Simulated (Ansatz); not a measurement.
## From the elastic tensor of BN at 11 GPa (stress–strain coefficients) to moduli and sound speeds

All numbers below come from Ansatz 0.2.0, DFT PBEsol, scalar-relativistic, plane waves, PAW. Plane waves to 420 eV; Γ-centred k mesh 12×12×12; fixed occupations. No spin polarisation.

The structure is trigonal, space group R3m (No. 160). The conventional cell has a = 2.484 Å, b = 2.484 Å, c = 8.444 Å, α = 90.00°, β = 90.00°, γ = 120.00°. Around B (site symmetry 3m) lie 3 N at 1.43 Å. N (site symmetry 3m) is surrounded by 3 B at 1.43 Å.

The crystal is built of layers and no dispersion correction was added, so the binding between them is poorly described, and with it their spacing and whatever depends on it.

Relaxed-ion constants (GPa, on the Cartesian axes of the calculation):
C11 = 1080.5, C12 = 276.2, C13 = 18.1, C14 = 12.7, C22 = 1080.5, C23 = 18.1, C24 = -12.7, C33 = 113.7, C44 = 21.4, C55 = 21.4, C56 = 12.7, C66 = 402.2 GPa; the others vanish.

Density 2.739 g/cm³; 2 atoms in 15.04 Å³.

The values that follow are for a polycrystal of randomly turned grains, by Hill's mean where one number stands. In a crystal this anisotropic the Voigt and Reuss bounds lie far apart, so Hill's mean and the sound speeds and Debye temperature from it are rough.

With S = C⁻¹: B_V = (C11+C22+C33+2(C12+C13+C23))/9, G_V = (C11+C22+C33−C12−C13−C23+3(C44+C55+C66))/15, 1/B_R = S11+S22+S33+2(S12+S13+S23), 15/G_R = 4(S11+S22+S33−S12−S13−S23)+3(S44+S55+S66); Hill is their mean. Then v_l = √((B+4G/3)/ρ), v_t = √(G/ρ), v_m = [(2/v_t³+1/v_l³)/3]^(−1/3) and Θ = (ħ/k_B)·v_m·(6π²n/V)^(1/3) for n atoms in the volume V; E = 9BG/(3B+G), ν = (3B−2G)/(2(3B+G)) and A^U = 5G_V/G_R + B_V/B_R − 6.

```
Bulk modulus, Voigt / Reuss / Hill          : 322.2 / 101.6 / 211.9 GPa
Shear modulus, Voigt / Reuss / Hill         : 219.8 / 44.2 / 132.0 GPa
Young's modulus                             : 328 GPa
Poisson ratio                               : 0.242
Pugh ratio B/G                              : 1.61
Universal anisotropy index                  : 22.03
Longitudinal and transverse sound speeds    : 11900 and 6942 m/s
Debye temperature from the mean sound speed : 1170 K
```

This form isn't the usual stable structure of the compound at low pressure.

Cost: 1 run of about 2.2 core-minutes, on Arm Neoverse V1 (shared hosts).